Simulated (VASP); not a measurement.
# CdTe (F-43m) in VASP: further runs

Runs on CdTe. Level: PBE. Tasks: single point.

Everything below comes from runs of VASP 6.6.1. Logs are shortened: lines on timing, memory, paths and dates and some standing lists are left out, and cuts for length are marked.

## (1) The crystal as given

Symmetry: F-43m, No. 216, cubic system. Conventional cell: a = 6.410 Å, b = 6.410 Å, c = 6.410 Å, α = 90.00°, β = 90.00°, γ = 90.00°. Te (site symmetry -43m) has 4 Cd at 2.78 Å as nearest neighbours. Around Cd (site symmetry -43m) lie 4 Te at 2.78 Å.

## (2) Single point, PBE, spin-orbit coupling, no magnetisation

Input file INCAR:

```
SYSTEM = CdTe
ALGO = Normal
EDIFF = 1E-7
ENCUT = 520
GGA = PE
GGA_COMPAT = .False.
ISIF = 2
ISMEAR = 0
LASPH = .True.
LCHARG = .False.
LORBIT = 11
LREAL = .False.
LSORBIT = .True.
LWAVE = .False.
MAGMOM = 0 0 0 0 0 0
NBANDS = 34
NELM = 100
PREC = Accurate
SIGMA = 0.02
```

Input file KPOINTS:

```
k-points
0
Gamma
  4 4 4
  0 0 0
```

Input file POSCAR:

```
CdTe
1.0
    0.0000000000      3.2050000000      3.2050000000
    3.2050000000      0.0000000000      3.2050000000
    3.2050000000      3.2050000000      0.0000000000
Te Cd
1 1
Direct
    0.7500000000      0.7500000000      0.7500000000
    0.0000000000      0.0000000000      0.0000000000
```

Potentials or basis: VASP PAW PBE potentials, release 64 (Te, Cd).

Started as:

```sh
$ cat potpaw_PBE.64/Te/POTCAR potpaw_PBE.64/Cd/POTCAR > POTCAR
$ mpirun -np 1 vasp_ncl > vasp.out
```

OUTCAR:

```text
SYSTEM = CdTe
   EDIFF = 1E-7
   ENCUT = 520
   GGA = PE
   ISIF = 2
   ISMEAR = 0
   LASPH = .True.
   LORBIT = 11
   LREAL = .False.
   LSORBIT = .True.
   NELM = 100
   PREC = Accurate

 Found     10 irreducible k-points:

 Following reciprocal coordinates:
            Coordinates               Weight
  0.000000  0.000000  0.000000      1.000000
  0.250000  0.000000  0.000000      4.000000
 -0.250000  0.000000  0.000000      4.000000
  0.500000  0.000000  0.000000      4.000000
  0.250000  0.250000  0.000000      6.000000
  0.500000  0.250000  0.000000     12.000000
   k-points           NKPTS =     10   k-points in BZ     NKDIM =     10   number of bands    NBANDS=     34
   number of dos      NEDOS =    301   number of ions     NIONS =      2
   total plane-waves  NPLWV =  46656
   dimension x,y,z NGX =    36 NGY =   36 NGZ =   36
   dimension x,y,z NGXF=    72 NGYF=   72 NGZF=   72
   ions per type =               1   1
   NGX,Y,Z   is equivalent  to a cutoff of  13.20, 13.20, 13.20 a.u.
   NGXF,Y,Z  is equivalent  to a cutoff of  26.41, 26.41, 26.41 a.u.
 SYSTEM =  CdTe
   PREC   = accura    normal or accurate (medium, high low for compatibility)
   ISTART =      0    job   : 0-new  1-cont  2-samecut
   ICHARG =      2    charge: 1-file 2-atom 10-const
   ISPIN  =      1    spin polarized calculation?
   LNONCOLLINEAR =      T non collinear calculations
   LSORBIT =      T    spin-orbit coupling
   LASPH  =      T    aspherical Exc in radial PAW
   ENCUT  =  520.0 eV  38.22 Ry    6.18 a.u.   8.43  8.43  8.43*2*pi/ulx,y,z
   NELM   =    100;   NELMIN=  2; NELMDL= -5     # of ELM steps
   EDIFF  = 0.1E-06   stopping-criterion for ELM
   LREAL  =      F    real-space projection
   EDIFFG = 0.1E-05   stopping-criterion for IOM
   NSW    =      0    number of steps for IOM
   IBRION =     -1    ionic relax: 0-MD 1-quasi-New 2-CG
   NFREE  =      0    steps in history (QN), initial steepest desc. (CG)
   ISIF   =      2    stress and relaxation
   ISYM   =      2    0-nonsym 1-usesym 2-fastsym
   POTIM  = 0.5000    time-step for ionic-motion
   TEBEG  =    0.0;   TEEND  =   0.0 temperature during run
   PSTRESS=    0.0 pullay stress
   NELECT =      18.0000    total number of electrons
   NUPDOWN=      -1.0000    fix difference up-down
   EMIN   =  10.00;   EMAX   =-10.00  energy-range for DOS
   EFERMI =   0.00;   METHOD = LEGACY
   ISMEAR =     0;   SIGMA  =   0.02  broadening in eV -4-tet -1-fermi 0-gaus
   EFERMI_NEDOS =   21; number of points for ismear=-14 and -15
   IALGO  =     38    algorithm
   IMIX   =      4    mixing-type and parameters
     AMIX     =   0.40;   BMIX     =  1.00
     AMIX_MAG =   1.60;   BMIX_MAG =  1.00
  volume/ion in A,a.u.               =      32.92       222.17
  Fermi-wavevector in a.u.,A,eV,Ry     =   1.062497  2.007828 15.359610  1.128899
  Thomas-Fermi vector in A             =   2.197950
[... 252 lines left out ...]
  energy-cutoff  :      520.00
  volume of cell :       65.84
      direct lattice vectors                 reciprocal lattice vectors
     0.000000000  3.205000000  3.205000000    -0.156006240  0.156006240  0.156006240
     3.205000000  0.000000000  3.205000000     0.156006240 -0.156006240  0.156006240
     3.205000000  3.205000000  0.000000000     0.156006240  0.156006240 -0.156006240

 POSITION                                       TOTAL-FORCE (eV/Angst)
 -----------------------------------------------------------------------------------
      4.80750      4.80750      4.80750        -0.000000     -0.000000     -0.000000
      0.00000      0.00000      0.00000         0.000000      0.000000      0.000000
 -----------------------------------------------------------------------------------
    total drift:                               -0.000000     -0.000000     -0.000000

  FREE ENERGIE OF THE ION-ELECTRON SYSTEM (eV)
  ---------------------------------------------------
  free  energy   TOTEN  =        -4.7855064000 eV

  energy  without entropy=       -4.7855064000  energy(sigma->0) =       -4.78550640

 Spin-Orbit-Coupling matrix elements

 Ion:    1  E_soc:     -0.1903759
 l=   1
     0.0000000    -0.0316502    -0.0316502
    -0.0316502     0.0000000    -0.0316502
    -0.0316502    -0.0316502     0.0000000
 l=   2
     0.0000000    -0.0000328     0.0000000    -0.0000328    -0.0000462
    -0.0000328     0.0000000    -0.0000347    -0.0000328    -0.0000116
     0.0000000    -0.0000347     0.0000000    -0.0000347     0.0000000
    -0.0000328    -0.0000328    -0.0000347     0.0000000    -0.0000116
    -0.0000462    -0.0000116     0.0000000    -0.0000116     0.0000000
 l=   3
     0.0000000     0.0000000     0.0000000     0.0000000     0.0000000     0.0000000     0.0000000
     0.0000000     0.0000000     0.0000000     0.0000000     0.0000000     0.0000000     0.0000000
     0.0000000     0.0000000     0.0000000     0.0000000     0.0000000     0.0000000     0.0000000
     0.0000000     0.0000000     0.0000000     0.0000000     0.0000000     0.0000000     0.0000000
     0.0000000     0.0000000     0.0000000     0.0000000     0.0000000     0.0000000     0.0000000
     0.0000000     0.0000000     0.0000000     0.0000000     0.0000000     0.0000000     0.0000000
     0.0000000     0.0000000     0.0000000     0.0000000     0.0000000     0.0000000     0.0000000

 Ion:    2  E_soc:     -0.0614330
 l=   1
     0.0000000    -0.0032319    -0.0032319
    -0.0032319     0.0000000    -0.0032319
    -0.0032319    -0.0032319     0.0000000
 l=   2
     0.0000000    -0.0014232     0.0000000    -0.0014232    -0.0055838
    -0.0014232     0.0000000    -0.0041878    -0.0014232    -0.0013959
     0.0000000    -0.0041878     0.0000000    -0.0041878     0.0000000
    -0.0014232    -0.0014232    -0.0041878     0.0000000    -0.0013959
    -0.0055838    -0.0013959     0.0000000    -0.0013959     0.0000000
 l=   3
     0.0000000     0.0000000     0.0000000     0.0000000     0.0000000     0.0000000     0.0000000
     0.0000000     0.0000000     0.0000000     0.0000000     0.0000000     0.0000000     0.0000000
     0.0000000     0.0000000     0.0000000     0.0000000     0.0000000     0.0000000     0.0000000
     0.0000000     0.0000000     0.0000000     0.0000000     0.0000000     0.0000000     0.0000000
     0.0000000     0.0000000     0.0000000     0.0000000     0.0000000     0.0000000     0.0000000
     0.0000000     0.0000000     0.0000000     0.0000000     0.0000000     0.0000000     0.0000000
     0.0000000     0.0000000     0.0000000     0.0000000     0.0000000     0.0000000     0.0000000

 total charge

# of ion       s       p       d       tot
------------------------------------------
    1        1.343   2.094   0.023   3.460
    2        0.470   0.340   9.532  10.342
--------------------------------------------------
tot          1.813   2.434   9.555  13.802

 magnetization (x)

# of ion       s       p       d       tot
------------------------------------------
    1        0.000  -0.000   0.000  -0.000
    2        0.000   0.000  -0.000   0.000
--------------------------------------------------
tot          0.000   0.000  -0.000   0.000

 magnetization (y)

# of ion       s       p       d       tot
------------------------------------------
    1       -0.000  -0.000   0.000  -0.000
    2        0.000  -0.000   0.000   0.000
--------------------------------------------------
tot          0.000  -0.000   0.000   0.000

 magnetization (z)

# of ion       s       p       d       tot
------------------------------------------
    1        0.000  -0.000   0.000  -0.000
    2        0.000  -0.000   0.000   0.000
--------------------------------------------------
tot          0.000  -0.000   0.000   0.000
```

OSZICAR:

```text
N       E                     dE             d eps       ncg     rms          rms(c)
DAV:   1     0.111864533926E+03    0.11186E+03   -0.80492E+03   688   0.928E+02
DAV:   2     0.177783443479E+00   -0.11169E+03   -0.10642E+03   780   0.240E+02
DAV:   3    -0.497054079319E+01   -0.51483E+01   -0.51179E+01   788   0.518E+01
DAV:   4    -0.503070459300E+01   -0.60164E-01   -0.60149E-01   872   0.504E+00
DAV:   5    -0.503131081713E+01   -0.60622E-03   -0.60620E-03   778   0.509E-01    0.661E+00
DAV:   6    -0.480040899809E+01    0.23090E+00   -0.31089E-01   768   0.728E+00    0.515E+00
DAV:   7    -0.478376385437E+01    0.16645E-01   -0.13203E-01   790   0.219E+00    0.248E+00
DAV:   8    -0.478501210570E+01   -0.12483E-02   -0.10643E-02   738   0.905E-01    0.104E+00
DAV:   9    -0.478517315163E+01   -0.16105E-03   -0.48806E-04   822   0.210E-01    0.374E-01
DAV:  10    -0.478545582145E+01   -0.28267E-03   -0.53561E-04   720   0.185E-01    0.697E-02
DAV:  11    -0.478547541042E+01   -0.19589E-04   -0.29337E-05   810   0.569E-02    0.362E-02
DAV:  12    -0.478550303185E+01   -0.27621E-04   -0.32420E-05   710   0.317E-02    0.180E-02
DAV:  13    -0.478550555949E+01   -0.25276E-05   -0.12445E-06   818   0.854E-03    0.803E-03
DAV:  14    -0.478550658130E+01   -0.10218E-05   -0.42099E-07   714   0.346E-03    0.444E-03
DAV:  15    -0.478550637730E+01    0.20401E-06   -0.58761E-07   690   0.376E-03    0.261E-03
DAV:  16    -0.478550640005E+01   -0.22753E-07   -0.98955E-09   544   0.600E-04
   1 F= -.47855064E+01 E0= -.47855064E+01  d E =-.100249E-24  mag=     0.0000    -0.0000    -0.0000
```

Wall time 2.1 min (1 thread of AMD EPYC 7R43 (Zen 3), shared host); peak memory 0.34 GiB.

The run converged, but some of its settings lie outside the range that counts as converged, so its numbers aren't taken as properties of the crystal.

Results:

```
Free energy                                           : -4.7855 eV
Pressure                                              : 4.7 GPa
Valence electrons inside the program's atomic spheres : Te 3.46; Cd 10.34
```

Caveat: the k mesh is coarse (spacing up to 0.42 Å⁻¹), so the values aren't converged.

## (3) Single point, PBE, spin-orbit coupling, no magnetisation

Changes to INCAR since step 2:

```diff
@@ -3,3 +3,3 @@
 EDIFF = 1E-7
-ENCUT = 520
+ENCUT = 400
 GGA = PE
```

Input file KPOINTS:

```
k-points
0
Gamma
  5 5 5
  0 0 0
```

POSCAR is that of step 2.

Potentials or basis: VASP PAW PBE potentials, release 64 (Te, Cd).

Started as:

```sh
$ cat potpaw_PBE.64/Te/POTCAR potpaw_PBE.64/Cd/POTCAR > POTCAR
$ mpirun -np 1 vasp_ncl > vasp.out
```

It took 87 s on 1 thread of AMD EPYC 7R43 (Zen 3), shared host; peak memory 0.25 GiB.

These settings aren't checked as converged: the numbers below hold their error.

What came out:

- Free energy: -4.8309 eV
- Pressure: 4.2 GPa
- Valence electrons inside the program's atomic spheres: Te 3.46; Cd 10.34

## (4) Single point, PBE, spin-orbit coupling, no magnetisation

Changes to INCAR since step 3:

```diff
@@ -3,3 +3,3 @@
 EDIFF = 1E-7
-ENCUT = 400
+ENCUT = 650
 GGA = PE
```

Input file KPOINTS:

```
k-points
0
Gamma
  4 4 4
  0 0 0
```

POSCAR is that of step 3.

Started as:

```sh
$ cat potpaw_PBE.64/Te/POTCAR potpaw_PBE.64/Cd/POTCAR > POTCAR
$ mpirun -np 1 vasp_ncl > vasp.out
```

Run time: 2.6 min. Hardware: 1 thread of AMD EPYC 7R43 (Zen 3), shared host; peak memory 0.45 GiB.

These settings aren't checked as converged: the numbers below hold their error.

What came out:

* Free energy: -4.7853 eV
* Pressure: 4.7 GPa
* Valence electrons inside the program's atomic spheres: Te 3.46; Cd 10.34

Caveat: the k mesh is coarse (spacing up to 0.42 Å⁻¹), so the values aren't converged.

## (5) The reference run

An earlier run on the cell as given: functional PBEsol; potentials or basis VASP PAW PBE potentials, release 64 (Te, Cd); cutoff 520 eV; k mesh 7 × 7 × 7; occupations fermi-dirac, width 0.05 eV; no spin polarisation.

* Pressure: 1.9 GPa
* Band gap on the k mesh: 0.76 eV, direct
